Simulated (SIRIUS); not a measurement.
# Co under changes of volume

One of the cells (10.853 Å³/atom); the others are scaled copies at fixed shape and fractional positions:

```
Co
1.0
     2.48837    0.00000    0.00000
    -1.24419    2.15499    0.00000
     0.00000    0.00000    4.04777
Co
2
Direct
  0.66667 0.33333 0.75000
  0.33333 0.66667 0.25000
```

| Item | Value |
| --- | --- |
| Program | SIRIUS 7.12.0 |
| Functional | PBE |
| Potentials or basis | all-electron FP-LAPW |
| Cutoff | 210 eV |
| Basis | apw+lo standard |
| k mesh | 12 × 12 × 7 |
| Occupations | fermi-dirac, width 0.05 eV |
| Spin | collinear spin, ferromagnetic start |
| Starting moments | [2.0, 2.0] μB |

```csv
volume (Å³/atom),energy over the lowest point (meV/atom),moment (μB per cell)
10.002,47.93,3.03
10.215,25.78,3.08
10.427,10.95,3.14
10.853,0.00,3.23
11.066,2.98,3.27
11.279,?,?
```

Task: What does the run at 11.279 Å³/atom give?

Result: Energy over the lowest point 10.83 meV/atom; moment 3.30 μB per cell.

Worked out: A Birch-Murnaghan fit of order 3 (a polynomial in V^(-2/3)) to the other rows has its minimum at 10.84 Å³/atom with B0 = V·E''(V) = 209 GPa and B' = 3.7 at fixed shape and positions, which overstates the stiffness. It gives 10.89 meV/atom at 11.279 Å³/atom, against the run's 10.83. A parabola through the other rows of the moment, of slope 0.161 μB per Å³/atom there, extrapolates to 3.31 μB, against the run's 3.30.

Energies are extrapolated to zero smearing.
